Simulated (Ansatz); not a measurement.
**Gd in Ansatz: the effect of fixed moment**

The system is Gd.

```xyz
2
Lattice="3.6360 0.0000 0.0000 -1.8180 3.1489 0.0000 0.0000 0.0000 5.7826" Properties=species:S:1:pos:R:3 pbc="T T T"
Gd    1.8180    1.0496    4.3369
Gd    0.0000    2.0992    1.4457
```

Alike in all runs:

```yaml
Program: Ansatz 0.2.0
Task: single point
Functional: PBE
Potentials_or_basis: Ansatz PAW
Cutoff: "420 eV (not typed: the program's choice for these potentials)"
k_mesh: 7 × 7 × 4
Occupations: fermi-dirac, width 0.05 eV
Spin: collinear spin, ferromagnetic start
```

Task: One run gave: energy over the lowest run 673.9 meV/atom; pressure 3.5 GPa. Which fixed moment did it use?
A. 21
B. 28
C. 10.5
D. 14
E. 3.5

Result: C.

```csv
fixed moment,starting moments,energy over the lowest run (meV/atom),pressure (GPa)
3.5,"[1.75, 1.75] μB",4793.9,4.0
7,"[3.5, 3.5] μB",3029.3,5.7
10.5,"[5.25, 5.25] μB",673.9,3.5
14,"[7.0, 7.0] μB",0.0,0.2
17.5,"[8.75, 8.75] μB",258.6,2.9
21,"[10.5, 10.5] μB",6415.8,3.1
28,"[14.0, 14.0] μB",44802.6,10.1
```

Caveats: the total moment is fixed, so each spin has its own Fermi level; the thresholds are loose for stress.
